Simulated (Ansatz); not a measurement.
Consider the following.

MgF₂:
```cif
data_F4Mg2
_chemical_formula_sum 'Mg2 F4'
_space_group_name_H-M_alt 'P 1'
_space_group_IT_number 1
_cell_length_a 4.69764
_cell_length_b 4.69764
_cell_length_c 3.09292
_cell_angle_alpha 90.000
_cell_angle_beta 90.000
_cell_angle_gamma 90.000
loop_
_space_group_symop_operation_xyz
  'x, y, z'
loop_
_atom_site_label
_atom_site_type_symbol
_atom_site_fract_x
_atom_site_fract_y
_atom_site_fract_z
_atom_site_occupancy
Mg1 Mg 0.50000 0.50000 0.50000 1
Mg2 Mg 0.00000 0.00000 0.00000 1
F1 F 0.69643 0.69643 0.00000 1
F2 F 0.30357 0.30357 0.00000 1
F3 F 0.80357 0.19643 0.50000 1
F4 F 0.19643 0.80357 0.50000 1
```

This is the PBE-relaxed structure.

Task: All from PBE in the plane-wave PAW code Ansatz, unless another level is named. Estimate the band gap.

Result: 6.84 eV (direct).

Task: And the hole effective mass?

Result: 2.9, 2.9, 3.6 mₑ (principal values).

Task: Next, the electron effective mass?

Result: 0.53 mₑ (isotropic).

Task: And the weight of the conduction-edge state by species (Voronoi cells)?

Result: F 70 %, Mg 30 %.

Task: What about the weight of the valence-edge state by species (Voronoi cells)?

Result: F 100 %.

Space group P4_2/mnm (rutile). The cell was relaxed with PBE under the symmetry of its start.

Potentials: the later of the program's two PAW sets.
